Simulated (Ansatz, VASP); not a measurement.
**Cross-check of InP (InP(110)) between VASP and Ansatz**

Wanted: the spread between two codes on one cell, functional and k mesh. The cell is taken from a series of runs on this material, whose earlier steps may have relaxed, scaled, displaced or heated it; both programs get it as it stands. Valence electrons are named where the data sets of a main pair hold unlike numbers.

Calculated with Ansatz 0.2.0; plane waves, with VASP 6.6.1 beside it; single point at PBE.

## (1) Starting point

The cell holds 18 atoms: 9 In and 9 P. Its edges and angles: a = 4.242 Å, b = 5.999 Å, c = 32.967 Å, α = 90.0°, β = 90.0°, γ = 90.0°. It derives from InP. As first built, before any earlier steps moved the atoms (in the runner's words): 9 layers, cut at this functional's lattice. Vacuum lies along c.

## (2) Ansatz: single point, PBE

Ansatz runs on its default PAW (the set named soft_2) files.

With cell and atoms fixed, the geometry can't cause a difference; cores, projectors, grids and the points listed under the comparison can.

Contents of input.yaml:

```yaml
crystal:
  lattice:
    - [4.2417834439, 0.0, 0.0]
    - [0.0, 5.998787675, 0.0]
    - [0.0, 0.0, 32.9671337756]
  atoms:
    - { symbol: In, position: [0.0, 0.0581952317, 0.2559675902] }
    - { symbol: In, position: [0.5, 0.4871026643, 0.3036543447] }
    - { symbol: In, position: [0.0, 0.9903240628, 0.3721208259] }
    - { symbol: In, position: [0.5, 0.4878438298, 0.4350903789] }
    - { symbol: In, position: [0.0, 0.9906566124, 0.5] }
    - { symbol: In, position: [0.5, 0.4878438298, 0.5649096211] }
    - { symbol: In, position: [0.0, 0.9903240628, 0.6278791741] }
    - { symbol: In, position: [0.5, 0.4871026643, 0.6963456553] }
    - { symbol: In, position: [0.0, 0.0581952317, 0.7440324098] }
    - { symbol: P, position: [0.0, 0.7375367198, 0.3074148473] }
    - { symbol: P, position: [0.5, 0.267558108, 0.2353548805] }
    - { symbol: P, position: [0.0, 0.7385592013, 0.4359240415] }
    - { symbol: P, position: [0.5, 0.2424136875, 0.3700365093] }
    - { symbol: P, position: [0.0, 0.7385592013, 0.5640759585] }
    - { symbol: P, position: [0.5, 0.2402763771, 0.5] }
    - { symbol: P, position: [0.0, 0.7375367198, 0.6925851527] }
    - { symbol: P, position: [0.5, 0.2424136875, 0.6299634907] }
    - { symbol: P, position: [0.5, 0.267558108, 0.7646451195] }
hamiltonian:
  xc: pbe
  pseudopotentials: { kind: paw }
kpoints:
  mp_grid: { grid: [6, 4, 1] }
  band_path:
    path:
      - [0.0, 0.0, 0.0]
      - [0.07692, 0.0, 0.0]
      - [0.15385, 0.0, 0.0]
      - [0.26923, 0.0, 0.0]
      - [0.34615, 0.0, 0.0]
      - [0.42308, 0.0, 0.0]
      - [0.5, 0.0, 0.0]
      - [0.5, 0.07692, 0.0]
      - [0.5, 0.19231, 0.0]
      - [0.5, 0.26923, 0.0]
      - [0.5, 0.34615, 0.0]
      - [0.5, 0.46154, 0.0]
      - [0.5, 0.5, 0.0]
      - [0.42308, 0.5, 0.0]
      - [0.30769, 0.5, 0.0]
      - [0.23077, 0.5, 0.0]
      - [0.11538, 0.5, 0.0]
      - [0.03846, 0.5, 0.0]
      - [0.0, 0.5, 0.0]
      - [0.0, 0.38462, 0.0]
      - [0.0, 0.30769, 0.0]
      - [0.0, 0.23077, 0.0]
      - [0.0, 0.11538, 0.0]
      - [0.0, 0.03846, 0.0]
      - [0.03846, 0.03846, 0.0]
      - [0.11538, 0.11538, 0.0]
      - [0.19231, 0.19231, 0.0]
      - [0.30769, 0.30769, 0.0]
      - [0.38462, 0.38462, 0.0]
      - [0.5, 0.5, 0.0]
    npoints: 1
scf:
  occupations: { method: gaussian, width: 0.03 }
  n_extra_bands: 15
efield:
  axis: 3
  dipole_correction: true
  ramp_width: 0.04
output:
  forces: true
  eigenvalues: true
```

Started as:

```
ansatz run input.yaml --threads 8 --pin off --max-ram 18432MiB --backend cpu --events-out ev --progress --plain --runs-dir out
```

Numbers of over 12 decimals in the logs are rounded to 6 here.

What it wrote:

```text
scf.n_extra_bands = 15 over 81 filled bands (N_el = 162.0): the run solves 96 bands
Engine: ansatz 0.2.0, aarch64-unknown-linux-gnu
Pseudopotentials: kind: paw
Pseudopotential: In, paw, valence charge 13, recommended cutoff 420 eV (normal), In.paw.azcp
Pseudopotential: P, paw, valence charge 5, recommended cutoff 420 eV (normal), P.paw.azcp
Functional definition: PBE
  parameter kappa = 0.804
  parameter beta = 0.066725
  exchange = pbe_x(kappa = kappa, mu = beta*pi^2/3)
  correlation = pbe_c(beta = beta)
Crystal: 18 atoms, lattice volume = 838.867 Å³
Basis set: ecut = 420 eV, 16365 PW (Γ), exchange–correlation on 60×90×450 points (8 copies of the dense FFT grid, shifted against one another)
Bands: 96, of which v1, the nominal top of the filled ones, is band 81 counted from 1 (80 counted from 0)
Symmetry: 2 space group operations
k-points: 12 of 24 (time reversal used)
Non-local potential: In, projectors of the file, l = 0: 2, l = 1: 2, l = 2: 2, l = 3: 2
Non-local potential: P, projectors of the file, l = 0: 2, l = 1: 2, l = 2: 2
PAW form: soft (Blöchl's): semilocal exchange-correlation on the pseudo side does not see the compensation charge
PAW one-centre angular grid: In, 590 points (default); XC on 64 Gauss nodes
PAW one-centre angular grid: P, 110 points (default); XC on 64 Gauss nodes
Initial density: superposition of atomic densities (neutral atoms: chi_scale 0, normalization atom), corrected by the library's trained network
Initial wavefunctions: pseudopotential atomic-orbital guess
Functional: x = pbe(κ = 0.804, μ = 0.219515), c = pbe(β = 0.066725)
SCF iter   1: F=—  HF=-57184.169400 eV  |F-HF|=—  |Δ(HF+E_count)|=         —  Δρ=1.63e-3  dr2=8.03e-2  ethr=1.77e-3  p=0.000 e·Å  D=5.30e-14 V/Å  ΔV_dip=-0.00 eV  dr2_dipole=1.21e-8  V_vac-E_F(+/−)=4.80/4.80 eV  ⟨swp⟩=9.2  Hψ=5670  notcnv=0  defer=7
efield: sawtooth ramp at fractional position 0.9800 (placed from the atoms, in the widest stretch of the axis that holds none; the zero of the levels goes with the place), width 0.0400; the density the first Hamiltonian is built on has a dipole p = 0.000 e·Å; the dipole correction subtracts the counter field D = 5.30e-14 V/Å, which shifts the + side's vacuum level by -0.00 eV against the − side's; the planar-averaged density in the ramp window peaks in size at 1.0e-5 e/Å³
preconditioner: auto → Resta (q_TF=auto, 2.074 Å⁻¹)  ε∞=2.7  [insulator: Δε(μ)=0.716 eV  Ē_g=12.601 eV  σ=0.030 eV  W_gap=1.00  n_scr=132 (ndim 8)  ℏωp=16.3 eV  f_vac=0.405  D(μ)=0.00/eV (n_scr^D=0)  ε∞_Penn≈2.7  vacuum switching on, ρ_ref=1.2e-2 e/Å³]
SCF iter   2: F=—  HF=-57184.166911 eV  |F-HF|=—  |Δ(HF+E_count)|=   2.49e-3  Δρ=9.46e-4  dr2=6.54e-2  ethr=4.96e-5  p=0.000 e·Å  D=1.25e-5 V/Å  ΔV_dip=-0.00 eV  dr2_dipole=8.42e-8  V_vac-E_F(+/−)=4.96/4.96 eV  ⟨swp⟩=3.5  Hψ=2490  notcnv=0  defer=92
SCF iter   3: F=—  HF=-57184.161194 eV  |F-HF|=—  |Δ(HF+E_count)|=   5.72e-3  Δρ=5.27e-4  dr2=5.73e-3  ethr=4.04e-5  p=-0.000 e·Å  D=-7.97e-6 V/Å  ΔV_dip=0.00 eV  dr2_dipole=2.02e-8  V_vac-E_F(+/−)=4.81/4.81 eV  ⟨swp⟩=2.7  Hψ=1381  notcnv=0  defer=92
SCF iter   4: F=—  HF=-57184.161968 eV  |F-HF|=—  |Δ(HF+E_count)|=   7.74e-4  Δρ=2.15e-4  dr2=1.11e-3  ethr=3.54e-6  p=0.000 e·Å  D=1.43e-5 V/Å  ΔV_dip=-0.00 eV  dr2_dipole=5.98e-8  V_vac-E_F(+/−)=4.80/4.80 eV  ⟨swp⟩=2.0  Hψ=1321  notcnv=0  defer=92
SCF iter   5: F=—  HF=-57184.162168 eV  |F-HF|=—  |Δ(HF+E_count)|=   2.01e-4  Δρ=9.42e-5  dr2=1.93e-4  ethr=6.83e-7  p=-0.000 e·Å  D=-1.86e-5 V/Å  ΔV_dip=0.00 eV  dr2_dipole=1.18e-7  V_vac-E_F(+/−)=4.80/4.80 eV  ⟨swp⟩=2.1  Hψ=1403  notcnv=0  defer=92
SCF iter   6: F=—  HF=-57184.162244 eV  |F-HF|=—  |Δ(HF+E_count)|=   7.53e-5  Δρ=3.14e-5  dr2=1.79e-5  ethr=1.19e-7  p=0.000 e·Å  D=3.58e-5 V/Å  ΔV_dip=-0.00 eV  dr2_dipole=4.42e-7  V_vac-E_F(+/−)=4.79/4.79 eV  ⟨swp⟩=2.1  Hψ=1431  notcnv=0  defer=92
SCF iter   7: F=—  HF=-57184.162052 eV  |F-HF|=—  |Δ(HF+E_count)|=   1.92e-4  Δρ=1.25e-5  dr2=4.83e-6  ethr=1.11e-8  p=-0.000 e·Å  D=-1.02e-4 V/Å  ΔV_dip=0.00 eV  dr2_dipole=3.42e-6  V_vac-E_F(+/−)=4.79/4.79 eV  ⟨swp⟩=2.2  Hψ=2076  notcnv=0  defer=92
SCF iter   8: F=—  HF=-57184.162054 eV  |F-HF|=—  |Δ(HF+E_count)|=   2.05e-6  Δρ=7.17e-6  dr2=3.75e-6  ethr=2.98e-9  p=0.001 e·Å  D=1.09e-4 V/Å  ΔV_dip=-0.00 eV  dr2_dipole=3.83e-6  V_vac-E_F(+/−)=4.79/4.79 eV  ⟨swp⟩=2.0  Hψ=1356  notcnv=0  defer=92
SCF iter   9: F=—  HF=-57184.162054 eV  |F-HF|=—  |Δ(HF+E_count)|=   3.64e-8  Δρ=3.67e-6  dr2=4.93e-7  ethr=2.32e-9  p=0.000 e·Å  D=3.60e-5 V/Å  ΔV_dip=-0.00 eV  dr2_dipole=4.13e-7  V_vac-E_F(+/−)=4.79/4.79 eV  ⟨swp⟩=2.0  Hψ=1250  notcnv=0  defer=92
SCF iter  10: F=-57184.162054 eV  HF=-57184.162054 eV  |F-HF|=3.26e-8  |Δ(HF+E_count)|=   1.27e-7  Δρ=1.18e-6  dr2=4.15e-8  ethr=6.17e-11  p=0.000 e·Å  D=9.25e-6 V/Å  ΔV_dip=-0.00 eV  dr2_dipole=2.85e-8  V_vac-E_F(+/−)=4.79/4.79 eV  ⟨swp⟩=12.8  Hψ=6535  notcnv=0
SCF 1 converged in 10 iterations: F = -57184.162054 eV  dr2 = 4.15e-8
  greatest PAW one-centre occupation: 0.982 electrons in one spin orbital (limit 2), on the In atom at site 8 (counted from 0), in its partial waves of l = 2
NSCF: frozen V_eff on 30 k-points
efield: sawtooth ramp at fractional position 0.9800 (kept from the solve that this one continues, or follows in the run), width 0.0400; the density the first Hamiltonian is built on has a dipole p = 0.000 e·Å; the dipole correction subtracts the counter field D = 9.25e-6 V/Å, which shifts the + side's vacuum level by -0.00 eV against the − side's; the planar-averaged density in the ramp window peaks in size at 2.0e-7 e/Å³
SCF converged after 10 iterations
Free energy (F): -57184.162054 eV
Harris-Foulkes:  -57184.162054 eV  (|F-HF|=3.26e-8)
Internal energy: -57184.162054 eV  (E = F + TS)
E sigma→0 (E₀):  -57184.162054 eV
Fermi energy:    1.762799 eV
Dipole field:    D = -0.000102 V/Å  (p = -0.000471 e·Å, saw-weighted, corrected)
Work function:   Φ+ = 4.7948 eV   Φ− = 4.7914 eV
Levels:          The Fermi level and band energies are counted from a zero that moves with the ramp; work functions are not
--- Per-component energies (eV) ---
  E_band       = -1347.126449
  E_kinetic    = 2798.827191
  E_local      = -107646.991171  (includes V_loc(G=0)·N_el)
  E_nonlocal   = 3610.260063
  E_hartree    = 52060.649894
  E_xc         = -2479.517209
  E_vxc        = -1425.129323  (∫ρ·V_xc dr)
  E_paw        = -42523.004357  (= ΣΔE_a)
  E_vpaw       = -2805.398541  (= ΣTr[D̂ρ^β])
  E_aug_tail   = 0.000256  (compensation charges beyond the density's cutoff)
  E_efield     = 0.000000  (sawtooth field / dipole correction)
  E_vefield    = 0.000000  (∫n·V_field dr)
  E_ewald      = 36995.613280
  E_smearing   = -0.000000  (= −TS)
  E_closure    = 0.000000  (closes the sum)
  Σ components = -57184.162054   (vs F -57184.162054, Δ=0.00e0)
--- Forces (eV/Å), atoms counted from 1 ---
  atom   1  In     0.00000000     0.02765462     0.03080512
  atom   2  In     0.00000000     0.01680179     0.01306254
  atom   3  In     0.00000000    -0.00145888     0.00992268
  atom   4  In     0.00000000     0.01084567    -0.01138015
  atom   5  In     0.00000000    -0.02650412    -0.00005597
  atom   6  In     0.00000000     0.01083600     0.01127394
  atom   7  In     0.00000000    -0.00147317    -0.01000784
  atom   8  In     0.00000000     0.01678331    -0.01312161
  atom   9  In     0.00000000     0.02762558    -0.03082029
  atom  10  P      0.00000000     0.00939925     0.00036280
  atom  11  P      0.00000000    -0.05218705     0.13472042
  atom  12  P      0.00000000     0.00431820    -0.00418996
  atom  13  P      0.00000000    -0.00480166     0.03243171
  atom  14  P      0.00000000     0.00432062     0.00431033
  atom  15  P      0.00000000     0.00542403     0.00006706
  atom  16  P      0.00000000     0.00940758    -0.00029004
  atom  17  P      0.00000000    -0.00479679    -0.03232513
  atom  18  P      0.00000000    -0.05219483    -0.13470116
  max |Σ_I F_I| component: 6.45e-5 eV/Å
--- Band table (eV; the first three rows and the last of 12) ---
  k-point 0: bands = [... 77 lower, 1.2064, 1.2315, 1.3015, 1.3810, 2.1446, 2.7703, 3.2355, 3.3203, ... 11 higher]
  k-point 1: bands = [... 77 lower, 0.9529, 0.9565, 1.0378, 1.0484, 2.9869, 3.0064, 3.1591, 3.1602, ... 11 higher]
  k-point 2: bands = [... 77 lower, 0.5528, 0.5818, 0.7433, 0.7539, 2.7833, 2.8586, 3.0513, 3.1490, ... 11 higher]
  k-point 11: bands = [... 77 lower, 0.3633, 0.4594, 0.7150, 0.8011, 2.6597, 3.0709, 3.1236, 3.9365, ... 11 higher]
```

(Part 1 of 2 ends here.)

[Lines on the potential files, build, host, timing and source positions are cut from VASP's logs without a mark.]

[Logs are printed without paths, hosts, clocks, repeated set-up lines and the standing remarks that a program may print on its own settings, such as how far it seeks lower states.]

[Hosts, paths, dates, database ids (printed as entryN), source tags and the programs' standing remarks are cut or masked in the printed files.]
